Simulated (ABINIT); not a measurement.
The system is Hf.

```
Hf
1.0
     4.96233    0.00000    0.00000
    -2.48116    4.29750    0.00000
     0.00000    0.00000    3.08623
Hf
3
Direct
  0.00000 0.00000 0.00000
  0.33333 0.66667 0.50000
  0.66667 0.33333 0.50000
```

This isn't the form of Hf at room conditions, which is hcp.

| Property | Result |
| --- | --- |
| Program | ABINIT 10.8.3 (patched build) |
| Task | relaxation of cell and atoms |
| Functional | LDA |
| Potentials or basis | JTH PAW LDA v2.0 |
| Cutoff | 463 eV |
| k mesh | 6 × 6 × 9 |
| Occupations | fermi-dirac, width 0.05 eV |
| Spin | no spin polarisation |

At the start: pressure -6.7 GPa; volume 21.94 Å³/atom.

Question: How do energy, volume and symmetry change on relaxing?

Answer: Over 7 steps the energy falls by 28.4 meV/atom and the volume is 20.65 Å³/atom (-5.9 %); space group P6/mmm (No. 191, to 0.05 Å).

Step by step:
| step | energy change (eV) | largest force (eV/Å) | pressure (GPa) | volume (Å³) |
| --- | --- | --- | --- | --- |
| 1 | 0.0000 | 0.0000 | -6.69 | 65.82 |
| 2 | -0.0474 | 0.0000 | -4.57 | 64.48 |
| 3 | -0.0849 | 0.0000 | 0.23 | 61.82 |
| 4 | -0.0850 | 0.0000 | 0.01 | 61.93 |
| 5 | -0.0851 | 0.0000 | -0.04 | 61.96 |
| 6 | -0.0851 | 0.0000 | -0.05 | 61.96 |
| 7 | -0.0851 | 0.0000 | -0.01 | 61.95 |

Final structure:
```
CELL_PARAMETERS angstrom
4.85266 0.00000 0.00000
-2.42633 4.20252 0.00000
0.00000 0.00000 3.03753
ATOMIC_POSITIONS crystal
Hf 0.00000 0.00000 0.00000
Hf 0.33333 0.66667 0.50000
Hf 0.66667 0.33333 0.50000
```
